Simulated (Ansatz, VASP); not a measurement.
# Cross-check of CdS (CdS(110)) between VASP and Ansatz, part 2 of 3

One calculation is typed for both programs; each brings its own data sets and cutoff. How far apart do they land? The structure shown is the end of the VASP relaxation below.

VASP 6.6.1 and Ansatz 0.2.0.

So far: Starting point; VASP: relaxation, PBE.

## Step 3: Ansatz: single point, PBE

Level of this step: Ansatz beside VASP: Kohn-Sham DFT, plane waves, PBE (Ansatz).

Ansatz runs on its default PAW (the set named soft_2) files.

The same cell, functional, mesh and smearing now go to Ansatz, which takes its cutoff from its data sets.

File input.yaml:

```yaml
crystal:
  lattice:
    - [4.18935361, 0.0, 0.0]
    - [0.0, 5.9246407, 0.0]
    - [0.0, 0.0, 32.75741446]
  atoms:
    - { symbol: Cd, position: [0.0, 0.0513005, 0.25676947] }
    - { symbol: Cd, position: [0.5, 0.4861979, 0.30346839] }
    - { symbol: Cd, position: [0.0, 0.99267985, 0.37249871] }
    - { symbol: Cd, position: [0.5, 0.49275589, 0.4346812] }
    - { symbol: Cd, position: [0.0, 0.99789065, 0.5] }
    - { symbol: Cd, position: [0.5, 0.49275589, 0.5653188] }
    - { symbol: Cd, position: [0.0, 0.99267985, 0.62750129] }
    - { symbol: Cd, position: [0.5, 0.4861979, 0.69653161] }
    - { symbol: Cd, position: [0.0, 0.0513005, 0.74323053] }
    - { symbol: S, position: [0.0, 0.73704268, 0.30833822] }
    - { symbol: S, position: [0.5, 0.25252232, 0.23829303] }
    - { symbol: S, position: [0.0, 0.74434191, 0.43623524] }
    - { symbol: S, position: [0.5, 0.2449591, 0.3702608] }
    - { symbol: S, position: [0.0, 0.74434191, 0.56376476] }
    - { symbol: S, position: [0.5, 0.24850903, 0.5] }
    - { symbol: S, position: [0.0, 0.73704268, 0.69166178] }
    - { symbol: S, position: [0.5, 0.2449591, 0.6297392] }
    - { symbol: S, position: [0.5, 0.25252232, 0.76170697] }
hamiltonian:
  xc: pbe
  pseudopotentials: { kind: paw }
kpoints:
  mp_grid: { grid: [6, 4, 1] }
scf:
  occupations: { method: gaussian, width: 0.03 }
  n_extra_bands: 8
efield:
  axis: 3
  dipole_correction: true
  ramp_width: 0.04
output:
  forces: true
  eigenvalues: true
```

Run with:

```
> ansatz run input.yaml --threads 8 --pin off --max-ram 18432MiB --backend cpu --events-out ev --progress --plain --runs-dir out
```

Numbers of over 12 decimals in the logs are rounded to 6 here.

Log:

```text
scf.n_extra_bands = 8 over 117 filled bands (N_el = 234.0): the run solves 125 bands
Engine: ansatz 0.2.0, aarch64-unknown-linux-gnu
Pseudopotentials: kind: paw
Pseudopotential: Cd, paw, valence charge 20, recommended cutoff 420 eV (normal), Cd.paw.azcp
Pseudopotential: S, paw, valence charge 6, recommended cutoff 420 eV (normal), S.paw.azcp
Functional definition: PBE
  parameter kappa = 0.804
  parameter beta = 0.066725
  exchange = pbe_x(kappa = kappa, mu = beta*pi^2/3)
  correlation = pbe_c(beta = beta)
Crystal: 18 atoms, lattice volume = 813.053 Å³
Basis set: ecut = 420 eV, 15753 PW (Γ), exchange–correlation on 60×80×450 points (8 copies of the dense FFT grid, shifted against one another)
Bands: 125, of which v1, the nominal top of the filled ones, is band 117 counted from 1 (116 counted from 0)
Symmetry: 2 space group operations
k-points: 12 of 24 (time reversal used)
Non-local potential: Cd, projectors of the file, l = 0: 3, l = 1: 2, l = 2: 2, l = 3: 1
Non-local potential: S, projectors of the file, l = 0: 2, l = 1: 2, l = 2: 2
PAW form: soft (Blöchl's): semilocal exchange-correlation on the pseudo side does not see the compensation charge
PAW one-centre angular grid: Cd, 590 points (default); XC on 64 Gauss nodes
PAW one-centre angular grid: S, 110 points (default); XC on 64 Gauss nodes
Initial density: superposition of atomic densities (neutral atoms: chi_scale 0, normalization atom), corrected by the library's trained network
Initial wavefunctions: pseudopotential atomic-orbital guess
Functional: x = pbe(κ = 0.804, μ = 0.219515), c = pbe(β = 0.066725)
SCF iter   1: F=—  HF=-82419.356909 eV  |F-HF|=—  |Δ(HF+E_count)|=         —  Δρ=8.94e-4  dr2=3.11e-2  ethr=1.77e-3  p=0.000 e·Å  D=7.01e-14 V/Å  ΔV_dip=-0.00 eV  dr2_dipole=1.88e-8  V_vac-E_F(+/−)=5.16/5.16 eV  ⟨swp⟩=7.4  Hψ=6605  notcnv=0
efield: sawtooth ramp at fractional position 0.9800 (placed from the atoms, in the widest stretch of the axis that holds none; the zero of the levels goes with the place), width 0.0400; the density the first Hamiltonian is built on has a dipole p = 0.000 e·Å; the dipole correction subtracts the counter field D = 7.01e-14 V/Å, which shifts the + side's vacuum level by -0.00 eV against the − side's; the planar-averaged density in the ramp window peaks in size at 6.9e-7 e/Å³
preconditioner: auto → Resta (q_TF=auto, 2.217 Å⁻¹)  ε∞=4.0  [insulator: Δε(μ)=1.289 eV  Ē_g=9.551 eV  σ=0.030 eV  W_gap=1.00  n_scr=164 (ndim 8)  ℏωp=16.6 eV  f_vac=0.440  D(μ)=0.00/eV (n_scr^D=0)  ε∞_Penn≈4.0  vacuum switching on, ρ_ref=6.6e-3 e/Å³]
SCF iter   2: F=—  HF=-82419.352926 eV  |F-HF|=—  |Δ(HF+E_count)|=   3.98e-3  Δρ=4.02e-4  dr2=2.11e-3  ethr=1.33e-5  p=-0.000 e·Å  D=-1.18e-5 V/Å  ΔV_dip=0.00 eV  dr2_dipole=1.41e-8  V_vac-E_F(+/−)=5.28/5.28 eV  ⟨swp⟩=2.4  Hψ=2534  notcnv=0  defer=27
SCF iter   3: F=—  HF=-82419.353254 eV  |F-HF|=—  |Δ(HF+E_count)|=   3.28e-4  Δρ=1.80e-4  dr2=4.85e-4  ethr=9.03e-7  p=0.000 e·Å  D=6.92e-7 V/Å  ΔV_dip=-0.00 eV  dr2_dipole=6.26e-11  V_vac-E_F(+/−)=5.29/5.29 eV  ⟨swp⟩=2.0  Hψ=2359  notcnv=0  defer=27
SCF iter   4: F=—  HF=-82419.353459 eV  |F-HF|=—  |Δ(HF+E_count)|=   2.05e-4  Δρ=5.52e-5  dr2=3.51e-5  ethr=2.07e-7  p=-0.000 e·Å  D=-7.80e-7 V/Å  ΔV_dip=0.00 eV  dr2_dipole=1.23e-10  V_vac-E_F(+/−)=5.32/5.32 eV  ⟨swp⟩=2.0  Hψ=2359  notcnv=0  defer=27
SCF iter   5: F=—  HF=-82419.353462 eV  |F-HF|=—  |Δ(HF+E_count)|=   3.19e-6  Δρ=2.20e-5  dr2=4.84e-6  ethr=1.50e-8  p=0.000 e·Å  D=7.21e-7 V/Å  ΔV_dip=-0.00 eV  dr2_dipole=3.32e-11  V_vac-E_F(+/−)=5.32/5.32 eV  ⟨swp⟩=2.1  Hψ=2696  notcnv=0  defer=27
SCF iter   6: F=—  HF=-82419.353465 eV  |F-HF|=—  |Δ(HF+E_count)|=   2.55e-6  Δρ=7.61e-6  dr2=5.08e-7  ethr=2.07e-9  p=-0.000 e·Å  D=-4.69e-8 V/Å  ΔV_dip=0.00 eV  dr2_dipole=5.15e-12  V_vac-E_F(+/−)=5.32/5.32 eV  ⟨swp⟩=2.0  Hψ=2767  notcnv=0  defer=27
SCF iter   7: F=-82419.353465 eV  HF=-82419.353465 eV  |F-HF|=3.88e-8  |Δ(HF+E_count)|=   5.16e-7  Δρ=1.57e-6  dr2=3.04e-8  ethr=4.27e-11  p=0.000 e·Å  D=2.53e-7 V/Å  ΔV_dip=-0.00 eV  dr2_dipole=6.08e-12  V_vac-E_F(+/−)=5.32/5.32 eV  ⟨swp⟩=11.1  Hψ=7462  notcnv=0
SCF 1 converged in 7 iterations: F = -82419.353465 eV  dr2 = 3.04e-8
  greatest PAW one-centre occupation: 1.000 electrons in one spin orbital (limit 2), on the Cd atom at site 0 (counted from 0), in its partial waves of l = 0
SCF converged after 7 iterations
Free energy (F): -82419.353465 eV
Harris-Foulkes:  -82419.353465 eV  (|F-HF|=3.88e-8)
Internal energy: -82419.353465 eV  (E = F + TS)
E sigma→0 (E₀):  -82419.353465 eV
Fermi energy:    1.728574 eV
Dipole field:    D = -0.000001 V/Å  (p = -0.000006 e·Å, saw-weighted, corrected)
Work function:   Φ+ = 5.3213 eV   Φ− = 5.3212 eV
Levels:          The Fermi level and band energies are counted from a zero that moves with the ramp; work functions are not
--- Per-component energies (eV) ---
  E_band       = -5897.724958
  E_kinetic    = 5494.770593
  E_local      = -241095.068516  (includes V_loc(G=0)·N_el)
  E_nonlocal   = 559.316572
  E_hartree    = 118413.044812
  E_xc         = -2458.961882
  E_vxc        = -2773.545309  (∫ρ·V_xc dr)
  E_paw        = -42154.552736  (= ΣΔE_a)
  E_vpaw       = -4909.298179  (= ΣTr[D̂ρ^β])
  E_aug_tail   = 0.000136  (compensation charges beyond the density's cutoff)
  E_efield     = 0.000000  (sawtooth field / dipole correction)
  E_vefield    = 0.000000  (∫n·V_field dr)
  E_ewald      = 78822.097554
  E_smearing   = -0.000000  (= −TS)
  E_closure    = 0.000000  (closes the sum)
  Σ components = -82419.353465   (vs F -82419.353465, Δ=0.00e0)
--- Forces (eV/Å), atoms counted from 1 ---
  atom   1  Cd     0.00000000     0.02330193     0.00704689
  atom   2  Cd     0.00000000    -0.00091989     0.00474138
  atom   3  Cd     0.00000000    -0.00388226     0.01745088
  atom   4  Cd     0.00000000    -0.00378275     0.02931733
  atom   5  Cd     0.00000000    -0.01374564     0.00000010
  atom   6  Cd     0.00000000    -0.00378261    -0.02931731
  atom   7  Cd     0.00000000    -0.00388116    -0.01745275
  atom   8  Cd     0.00000000    -0.00091950    -0.00474561
  atom   9  Cd     0.00000000     0.02329983    -0.00704924
  atom  10  S      0.00000000     0.02501239    -0.00594156
  atom  11  S      0.00000000    -0.00932174     0.03930964
  atom  12  S      0.00000000    -0.01060991    -0.01520965
  atom  13  S      0.00000000    -0.00449204     0.00705303
  atom  14  S      0.00000000    -0.01061013     0.01520953
  atom  15  S      0.00000000    -0.01688341    -0.00000010
  atom  16  S      0.00000000     0.02501220     0.00594533
  atom  17  S      0.00000000    -0.00449169    -0.00705066
  atom  18  S      0.00000000    -0.00932205    -0.03930769
  max |Σ_I F_I| component: 1.84e-5 eV/Å
--- Band table (eV; the first three rows and the last of 12) ---
  k-point 0: bands = [... 113 lower, 0.9668, 0.9876, 1.0331, 1.0702, 2.3869, 2.9552, 3.6048, 4.2508, ... 4 higher]
  k-point 1: bands = [... 113 lower, 0.8007, 0.8036, 0.8252, 0.8482, 3.2608, 3.4282, 3.7083, 4.0387, ... 4 higher]
  k-point 2: bands = [... 113 lower, 0.4964, 0.5005, 0.6253, 0.6275, 4.0159, 4.0662, 4.0885, 4.2315, ... 4 higher]
  k-point 11: bands = [... 113 lower, 0.2735, 0.3150, 0.4721, 0.5122, 4.0555, 4.1942, 4.3774, 4.8350, ... 4 higher]
```

It took 25 s on 8 threads of Arm Neoverse V2, shared host; peak memory 3.9 GiB.

## Step 4: Differences

Known differences besides the potentials themselves: the data sets hold 234 valence electrons in Ansatz (default PAW (the set named soft_2) files) and 162 in VASP; the cutoff is 420 eV in Ansatz and 320 eV in VASP (PREC = Normal, projectors in real space); VASP leaves aspherical gradient terms in its spheres out (LASPH is not set), Ansatz keeps them. Total energies have different zeros and are not compared.

The two programs side by side:

```tsv
quantity	Ansatz	VASP	difference
gap on the k mesh (eV)	1.317	1.315	+0.001
```

At this near-relaxed geometry the largest component of a force difference is 46 meV/Å. A gap on the mesh is an upper bound, since the band edges may lie between its points. VASP's last cycles still show a density residual of 3e-03, so its state may not be settled.

## Step 5: VASP: band structure, PBE

The same path points are solved in both programs, so levels can be compared one by one.

File INCAR:

```
SYSTEM = CdS
PREC = Normal
ENCUT = 320
EDIFF = 1E-06
NELM = 120
ISMEAR = 0
SIGMA = 0.03
LREAL = Auto
ALGO = Fast
GGA = PE
NBANDS = 100
LORBIT = 11
LWAVE = .FALSE.
LCHARG = .TRUE.
KPAR = 2
IDIPOL = 3
LDIPOL = .TRUE.
DIPOL = 0.5 0.5 0.5
LVHAR = .TRUE.
LVACPOTAV = .TRUE.
NEDOS = 1500
```

File POSCAR:

```
CdS
1.0
    4.1893536146      0.0000000000      0.0000000000
    0.0000000000      5.9246406994      0.0000000000
    0.0000000000      0.0000000000     32.7574144586
Cd S
9 9
Direct
    0.0000000000      0.0513004984      0.2567694701
    0.5000000000      0.4861978986      0.3034683919
    0.0000000000      0.9926798547      0.3724987139
    0.5000000000      0.4927558921      0.4346811994
    0.0000000000      0.9978906528      0.5000000000
    0.5000000000      0.4927558921      0.5653188006
    0.0000000000      0.9926798547      0.6275012861
    0.5000000000      0.4861978986      0.6965316081
    0.0000000000      0.0513004984      0.7432305299
    0.0000000000      0.7370426788      0.3083382243
    0.5000000000      0.2525223202      0.2382930285
    0.0000000000      0.7443419135      0.4362352433
    0.5000000000      0.2449591035      0.3702608034
    0.0000000000      0.7443419135      0.5637647567
    0.5000000000      0.2485090278      0.5000000000
    0.0000000000      0.7370426788      0.6916617757
    0.5000000000      0.2449591035      0.6297391966
    0.5000000000      0.2525223202      0.7617069715
```

File KPOINTS:

```
Automatic mesh
0
Gamma
6 4 1
0 0 0
```

File KPOINTS_OPT:

```
Line mode
14
Line-mode
Reciprocal
  0.00000000   0.00000000   0.00000000 GAMMA
  0.50000000   0.00000000   0.00000000 X

  0.50000000   0.00000000   0.00000000 X
  0.50000000   0.50000000   0.00000000 S

  0.50000000   0.50000000   0.00000000 S
  0.00000000   0.50000000   0.00000000 Y

  0.00000000   0.50000000   0.00000000 Y
  0.00000000   0.00000000   0.00000000 GAMMA

  0.00000000   0.00000000   0.00000000 GAMMA
  0.50000000   0.50000000   0.00000000 S
```

Potentials, in the order of the species: Cd and S (PBE family, release 64).

Run with:

```
> mpirun -np 4 vasp_std
```

Log:

```text
[banner, memory and clock lines left out]
running    4 mpi-ranks, on    1 nodes
[...]
LDA part: xc-table for (Slater+PW92), standard interpolation
 POSCAR, INCAR and KPOINTS ok, starting setup
[...]
entering main loop
       N       E                     dE             d eps       ncg     rms          rms(c)
DAV:   1     0.931033831095E+03    0.93103E+03   -0.56488E+04  2584   0.934E+02
DAV:   2     0.222046863638E+02   -0.90883E+03   -0.88098E+03  2788   0.278E+02
DAV:   3    -0.570257884610E+02   -0.79230E+02   -0.78357E+02  2692   0.738E+01
DAV:   4    -0.595972236518E+02   -0.25714E+01   -0.25574E+01  2736   0.129E+01
[...]
RMM:  18    -0.541980264236E+02   -0.49935E-05   -0.13426E-06  1909   0.238E-03    0.109E-03
RMM:  19    -0.541980307899E+02   -0.43663E-05   -0.67631E-07  1680   0.142E-03    0.146E-03
RMM:  20    -0.541980312021E+02   -0.41220E-06   -0.65413E-08   807   0.737E-04
|                                                                             |
[...]
|     workfunction values.                                                    |
|                                                                             |

   1 F= -.54198031E+02 E0= -.54198031E+02  d E =-.231446E-12
 Start KPOINTS_OPT (optional k-point list driver)
k-point batch [1-12\70]
       N       E                     dE             ncg
DAV:   1    -0.385914724004E+04   -0.18654E+05     2664
DAV:   2    -0.144953815809E+05   -0.10636E+05     2772
DAV:   3    -0.153479168185E+05   -0.85254E+03     2720
DAV:   4    -0.153759675809E+05   -0.28051E+02     2768
[...]
DAV:   8    -0.153768757964E+05   -0.92337E-04     2360
DAV:   9    -0.153768758021E+05   -0.57378E-05     2232
DAV:  10    -0.153768758024E+05   -0.31236E-06     1688
[...]
k-point batch [61-70\70]
       N       E                     dE             ncg
DAV:   1    -0.294010010614E+04   -0.29120E+05     2232
DAV:   2    -0.116799437192E+05   -0.87398E+04     2296
DAV:   3    -0.123648681378E+05   -0.68492E+03     2264
DAV:   4    -0.123869129865E+05   -0.22045E+02     2320
[...]
DAV:   8    -0.123876569290E+05   -0.67404E-04     2016
DAV:   9    -0.123876569332E+05   -0.41790E-05     1824
DAV:  10    -0.123876569334E+05   -0.25671E-06     1472
```

[end of part 2 of 3]

[Lines on the potential files, build, host, timing and source positions are cut from VASP's logs without a mark.]

[Logs are printed without paths, hosts, clocks, repeated set-up lines and the standing remarks that a program may print on its own settings, such as how far it seeks lower states.]

[Hosts, paths, dates, database ids (printed as entryN), source tags and the programs' standing remarks are cut or masked in the printed files.]
